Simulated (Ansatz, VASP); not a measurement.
# One calculation of AlNi3, two programs

```xyz
4
Lattice="0.0000 2.7983 2.7983 2.7983 0.0000 2.7983 2.7983 2.7983 0.0000" Properties=species:S:1:pos:R:3 pbc="T T T"
Al    2.7983    2.7983    2.7983
Ni    1.3991    1.3991    1.3991
Ni    0.0000    0.0000    0.0000
Ni    4.1974    4.1974    4.1974
```

Alike in both runs: functional PBEsol; k mesh 6 × 6 × 6; occupations gaussian, width 0.1 eV; no spin polarisation.

Ansatz relaxed the structure, and its values are those at the end. VASP's run is a single point on that final structure, the one shown.

```csv
,VASP,Ansatz
version,VASP 6.6.1,Ansatz 0.2.0
potentials or method,"VASP PAW PBE potentials, release 64 (Al, Ni)","scalar-relativistic, plane waves, PAW"
plane-wave cutoff (eV),520,420
valence electrons in the cell,33,57
```

```tsv
	VASP	Ansatz	Ansatz less VASP
gap on the k mesh at the Fermi level (eV)	none	none	-
pressure (GPa)	0.1	0.0	-0.11
```

A gap of «none» marks a metal or a gap that the smearing closes. With one functional, cell and mesh, what is left measures potentials, basis and numerics. The two sets of potentials don't hold the same shells in valence.

Caveats: the PAW data sets were made with another functional, which shifts forces and pressure a little (VASP). Spin polarisation is off, so any magnetic state and its effect on volume and gap are missing.
